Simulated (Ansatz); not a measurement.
## A strain series on CdSe (zincblende): uniaxial along z, other directions held

CdSe in the zincblende structure, relaxed with r2SCAN in the plane-wave code Ansatz, then strained (uniaxial along z, other directions held; changes of length per length, axes as in the cell below) with the atoms relaxed again within the symmetry that is left. The symmetry is F-43m (No. 216, cubic); a = 6.136 Å in the conventional setting, 28.87 Å³ an atom. Cd has 4 Se at 2.66 Å; Se has 4 Cd at 2.66 Å. Spin-unpolarised throughout; all numbers are computed.

```xyz
2
Lattice="0.0000 3.0678 3.0678 3.0678 0.0000 3.0678 3.0678 3.0678 0.0000" Properties=species:S:1:pos:R:3 pbc="T T T"
Cd    0.0000    0.0000    0.0000
Se    1.5339    1.5339    1.5339
```

Gaps are the least over each mesh (PBE 8×8×8, r2SCAN 8×8×8, HSE06 6×6×6 when unstrained) and the special points, which keep their unstrained names; stress is the change from the unstrained cell, compression positive.

| strain (%) | gap, PBE (eV) | gap, r2SCAN (eV) | gap, HSE06 (eV) | edges, HSE06 | stress along the strain, r2SCAN (GPa) | energy rise, r2SCAN (meV/atom) |
| --- | --- | --- | --- | --- | --- | --- |
| -4.15 | 0.556 | 1.045 | 1.497 | Γ | +2.71 | 9.6 |
| 0.0 | 0.555 | 1.037 | 1.483 | Γ | 0.00 | 0.0 |
| +2.3 | 0.483 | 0.961 | 1.401 | Γ | -1.41 | 3.2 |

**Question.** Estimate the row for a strain of +4.62 %.

**Answer.**

| strain (%) | gap, PBE (eV) | gap, r2SCAN (eV) | gap, HSE06 (eV) | edges, HSE06 | stress along the strain, r2SCAN (GPa) | energy rise, r2SCAN (meV/atom) |
| --- | --- | --- | --- | --- | --- | --- |
| +4.62 | 0.408 | 0.881 | 1.315 | Γ | -2.77 | 12.1 |

Between zero and the nearest strains the slope of the HSE06 gap against strain is -0.003 eV per percent for negative and -0.036 for positive strain.

Spin-orbit coupling is left out.

The meshes of the hybrids are coarse, so their gaps aren't converged to the digits shown.
